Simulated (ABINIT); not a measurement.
Set up this calculation in ABINIT 10.8.3 (patched build), as the native input.

- Task: single point
- Functional: PBE
- Potentials or basis: JTH PAW PBE v2.0
- Cutoff: 544 eV
- k mesh: 8 × 8 × 8
- Occupations: fermi-dirac, width 0.05 eV
- Spin: collinear spin, ferromagnetic start
- Starting moments: [7.0] μB
- Fine-grid cutoff: 1088.46 eV
- Exchange and correlation inside the PAW spheres: full angular mesh (pawxcdev 0, this build's default; the released program takes 1)

The structure of Eu lies in POSCAR:

```
Eu
1.0
    0.0000000000      2.7893026914      2.7893026914
    2.7893026914      0.0000000000      2.7893026914
    2.7893026914      2.7893026914      0.0000000000
Eu
1
Direct
    0.0000000000      0.0000000000      0.0000000000  Eu
```

This isn't the form of Eu at room conditions, which is bcc.

The input as run:

run.abi

```
pp_dirpath "./"
pseudos "Eu.GGA_PBE-JTH.xml"

structure "poscar:POSCAR"
natom 1

ecut 20.0
pawecutdg 40.0

kptopt 1
ngkpt 8 8 8
nshiftk 1
shiftk 0.0 0.0 0.0

ixc 11

nband 18
occopt 3
tsmear 0.05 eV

nsppol 2
spinat
     0.0000000000     0.0000000000     7.0000000000

nstep 100
tolvrs 1.0e-9

iomode 3
prtwf 0
prtden 0
prteig 0
prtebands 0
enunit 2
```

Potentials or basis: JTH PAW PBE v2.0.

Command:

```bash
$ abinit run.abi > log 2>&1
```

It gave:

```json
{"Pressure": "-1.4 GPa", "Band gap on the k mesh": "none (metal or under the smearing width)", "Net moment": "7.53 μB per cell", "Site moments": "Eu +6.84 μB", "Valence electrons inside the program's atomic spheres": "Eu 14.53 (radii [1.3344] Å)"}
```

Caveat: spin-orbit coupling is left out, which moves the levels of the heavy elements.

Wall time 2 min on 1 thread of Arm Neoverse V2, with other jobs on the host, peak memory 0.17 GiB.
